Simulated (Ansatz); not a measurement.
# Ti3Si: the cost of one run

Computed with Ansatz 0.2.0 (DFT PBEsol, scalar-relativistic, plane waves, PAW, unless a step's input says otherwise).

1 further run of the same task is left out (set aside as unsound or not needed).

### 1 The system as given

It takes space group P6_3/mmc (No. 194, hexagonal). Conventional cell: a = 5.584 Å, b = 5.584 Å, c = 4.473 Å, α = 90.00°, β = 90.00°, γ = 120.00°. Ti (site symmetry mm2) has 8 Ti at 2.71 to 2.87 Å and 4 Si at 2.73 to 2.79 Å as nearest neighbours. Around Si (site symmetry -6m2) lie 12 Ti at 2.73 to 2.79 Å.

As a file:

```cif
data_structure
_symmetry_space_group_name_H-M 'P6_3/mmc'
_symmetry_Int_Tables_number 194
_cell_length_a 5.5838
_cell_length_b 5.5838
_cell_length_c 4.4732
_cell_angle_alpha 90.000
_cell_angle_beta 90.000
_cell_angle_gamma 120.000
_cell_volume 120.78
loop_
_atom_site_label
_atom_site_type_symbol
_atom_site_symmetry_multiplicity
_atom_site_Wyckoff_symbol
_atom_site_fract_x
_atom_site_fract_y
_atom_site_fract_z
_atom_site_occupancy
Ti1 Ti 6 h 0.34318 0.17159 0.75000 1
Si1 Si 2 d 0.33333 0.66667 0.75000 1
```

It goes back to an entry of the Materials Project, which need not be the stable form.

This cell was relaxed beforehand with the same method: volume 15.10 Å³/atom, gap on the mesh none (metal).

### 2 Volume × 0.97

The input, input.yaml:

```yaml
crystal:
  lattice:
    - [5.5274002165, 0.0, 0.0]
    - [-2.7637001082, 4.7868690043, 0.0]
    - [0.0, 0.0, 4.4280276631]
  atoms:
    - { symbol: Ti, position: [0.3431759308, 0.1715879654, 0.75] }
    - { symbol: Ti, position: [0.8284120346, 0.1715879654, 0.75] }
    - { symbol: Ti, position: [0.8284120346, 0.6568240692, 0.75] }
    - { symbol: Ti, position: [0.6568240692, 0.8284120346, 0.25] }
    - { symbol: Ti, position: [0.1715879654, 0.8284120346, 0.25] }
    - { symbol: Ti, position: [0.1715879654, 0.3431759308, 0.25] }
    - { symbol: Si, position: [0.3333333333, 0.6666666667, 0.75] }
    - { symbol: Si, position: [0.6666666667, 0.3333333333, 0.25] }
basis:
  ecutwfc: 420
kpoints:
  mp_grid: { grid: [6, 6, 8] }
hamiltonian:
  xc: pbesol
scf:
  occupations: { method: gaussian, width: 0.1 }
output:
  forces: true
  stress: true
  eigenvalues: true
relax:
  adjacent_minimum: "off"
  f_tol: 0.01
  max_steps: 30
  cell: { stress_tol: 0.1, fix: [volume] }
```

Started as:

```
> ansatz run input.yaml --threads 2 --pin off --max-ram 5120MiB --backend cpu --events-out ev --progress --plain --runs-dir out
```

What time and memory should one allow on 2 threads of Arm Neoverse V2, shared host?

About 17 s, with a peak of 0.5 GiB.
